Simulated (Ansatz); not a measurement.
AlCu under changes of volume

One of the cells (13.466 Å³/atom); the others are scaled copies at fixed shape and fractional positions:

```xyz
2
Lattice="2.9975 0.0000 0.0000 0.0000 2.9975 0.0000 0.0000 0.0000 2.9975" Properties=species:S:1:pos:R:3 pbc="T T T"
Cu    1.4988    1.4988    1.4988
Al    0.0000    0.0000    0.0000
```

The cell comes from a database or a generator and needn't be the stable form of this composition.

| Item | Value |
| --- | --- |
| Program | Ansatz 0.2.0 |
| Functional | HSE06 |
| Potentials or basis | Ansatz PAW |
| Cutoff | 420 eV (not typed: the program's choice for these potentials) |
| k mesh | 6 × 6 × 6 |
| Occupations | fermi-dirac, width 0.05 eV |
| Spin | no spin polarisation |

```tsv
volume (Å³/atom)	energy over the lowest point (meV/atom)	pressure (GPa)
12.658	12.83	5.8
12.928	5.50	3.5
13.197	1.47	1.6
13.466	0.00	-0.2
13.736	1.69	-2.1
14.005	6.74	-3.9
14.274	?	?
```

Task: What does the run at 14.274 Å³/atom give?

Result: Energy over the lowest point 14.63 meV/atom; pressure -5.5 GPa.

Worked out: A Birch-Murnaghan fit of order 3 (a polynomial in V^(-2/3)) to the other rows has its minimum at 13.45 Å³/atom with B0 = V·E''(V) = 92 GPa (rough, since the energies scatter). It gives 14.82 meV/atom at 14.274 Å³/atom, against the run's 14.63, and -dE/dV = -5.8 GPa, against -5.5.

Energies are extrapolated to zero smearing.

Caveats: the PAW data sets come from PBE, with cores solved anew for the run's functional, which leaves a small shift of forces and pressure; the thresholds are loose for stress.
